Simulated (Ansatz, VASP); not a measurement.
**TiAl: VASP beside Ansatz**

Contents of INCAR:

```
ALGO = Normal
EDIFF = 1E-7
ENCUT = 520
GGA = PS
ISIF = 2
ISMEAR = -1
LASPH = T
LCHARG = T
LELF = T
LREAL = F
LVHAR = T
LWAVE = F
NBANDS = 14
NELM = 100
PREC = Accurate
SIGMA = 0.05
```

File KPOINTS:

```
k-points
0
Gamma
  8 8 8
```

Contents of POSCAR:

```
TiAl
1.0
    3.1790640000      0.0000000000      0.0000000000
    0.0000000000      3.1790640000      0.0000000000
    0.0000000000      0.0000000000      3.1790640000
Ti Al
1 1
Direct
    0.0000000000      0.0000000000      0.0000000000
    0.5000000000      0.5000000000      0.5000000000
```

File input.yaml:

```yaml
crystal:
  lattice:
    - [3.179064, 0.0, 0.0]
    - [0.0, 3.179064, 0.0]
    - [0.0, 0.0, 3.179064]
  atoms:
    - { symbol: Ti, position: [0.0, 0.0, 0.0] }
    - { symbol: Al, position: [0.5, 0.5, 0.5] }
hamiltonian:
  xc: pbesol
  pseudopotentials: { kind: paw }
kpoints:
  mp_grid: { grid: [8, 8, 8] }
scf:
  occupations: { method: fermi_dirac, width: 0.05 }
output:
  forces: true
  stress: true
  eigenvalues: true
  write_density: true
  write_potential: true
  elf: true
  volumetric_format: npy
```

The cell comes from a database or a generator and needn't be the stable form of this composition.

Alike in both runs: task single point; functional PBEsol; k mesh 8 × 8 × 8; occupations fermi-dirac, width 0.05 eV; no spin polarisation.

|  | VASP | Ansatz |
| --- | --- | --- |
| version | VASP 6.6.1 | Ansatz 0.2.0 |
| potentials or method | VASP PAW PBE potentials, release 64 (Ti_sv, Al) | Ansatz PAW |
| plane-wave cutoff (eV) | 520 | 420 |
| valence electrons in the cell | 15 | 15 |

VASP gave:

- gap on the k mesh at the Fermi level (eV): none
- pressure (GPa): -2.3

Estimate Ansatz's values.

gap on the k mesh at the Fermi level (eV): none; pressure (GPa): -2.4.

A gap of «none» marks a metal or a gap that the smearing closes.

Caveats: the PAW data sets were made with another functional, which shifts forces and pressure a little (VASP); the PAW data sets come from PBE, with cores solved anew for the run's functional, which leaves a small shift of forces and pressure (Ansatz).
